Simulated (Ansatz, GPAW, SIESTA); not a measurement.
**One calculation of TiAl3, 3 ways**

```
Ti Al
1.0
     3.95567    0.00000    0.00000
     0.00000    3.95567    0.00000
     0.00000    0.00000    3.95567
Ti Al
1 3
Direct
  0.00000 0.00000 0.00000
  0.00000 0.50000 0.50000
  0.50000 0.00000 0.50000
  0.50000 0.50000 0.00000
```

The cell comes from a database or a generator and needn't be the stable form of this composition.

Alike in all runs: task equation of state; functional PBEsol; k mesh 7 × 7 × 7; occupations fermi-dirac, width 0.05 eV; no spin polarisation; no spin-orbit coupling.

| program and potentials | plane-wave cutoff (eV) | notes | equilibrium volume (Å³/atom) | bulk modulus (GPa) |
| --- | --- | --- | --- | --- |
| Ansatz, all-electron LAPW, scalar-relativistic | - | - | 15.38 | 111.2 |
| SIESTA, files PseudoDojo sr-pbesol-0.4.1-standard, DZP (energy shift 0.003 Ry; two zetas on semicore shells) | - | atomic basis | 15.46 | 115.4 |
| GPAW, PAW data sets generated for this functional | 600 | - | 15.45 | 111.7 |

The equilibrium volume spans 15.38 (Ansatz, all-electron LAPW, scalar-relativistic) to 15.46 Å³/atom (SIESTA, files PseudoDojo sr-pbesol-0.4.1-standard, DZP (energy shift 0.003 Ry; two zetas on semicore shells)), with all-electron results at 15.38. The bulk modulus spans 111.2 (Ansatz, all-electron LAPW, scalar-relativistic) to 115.4 GPa (SIESTA, files PseudoDojo sr-pbesol-0.4.1-standard, DZP (energy shift 0.003 Ry; two zetas on semicore shells)), with all-electron results at 111.2. Rows in atomic bases carry the error of their basis and grid, which can be large. For a metal such a mesh isn't converged, which the comparison doesn't need.

The functional is the same throughout but for its coding, so the spread measures potentials, basis and numerics; runs on potential files found faulty are left out.
